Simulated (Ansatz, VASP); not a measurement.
# Two plane-wave programs on GaP

```
Ga P
1.0
     0.00000    2.75256    2.75256
     2.75256    0.00000    2.75256
     2.75256    2.75256    0.00000
Ga P
1 1
Cartesian
  0.0000 0.0000 0.0000
  1.3763 1.3763 1.3763
```

Alike in both runs: functional PBE; k mesh 8 × 8 × 8; occupations gaussian, width 0.02 eV; no spin polarisation.

Ansatz relaxed the structure, and its values are those at the end. VASP's run is a single point on that final structure, the one shown.

```csv
,VASP,Ansatz
version,VASP 6.6.1,Ansatz 0.2.0
potentials or method,"VASP PAW PBE potentials, release 64 (Ga_d, P)","scalar-relativistic, plane waves, PAW"
plane-wave cutoff (eV),520,420
valence electrons in the cell,18,18
```

|  | VASP | Ansatz | Ansatz less VASP |
| --- | --- | --- | --- |
| gap on the k mesh at the Fermi level (eV) | 1.58 | 1.58 | +0.003 |
| least direct gap on the mesh (eV) | 1.58 | 1.58 | +0.003 |
| pressure (GPa) | 0.0 | 0.0 | +0.07 |

A k mesh can miss the band edges.
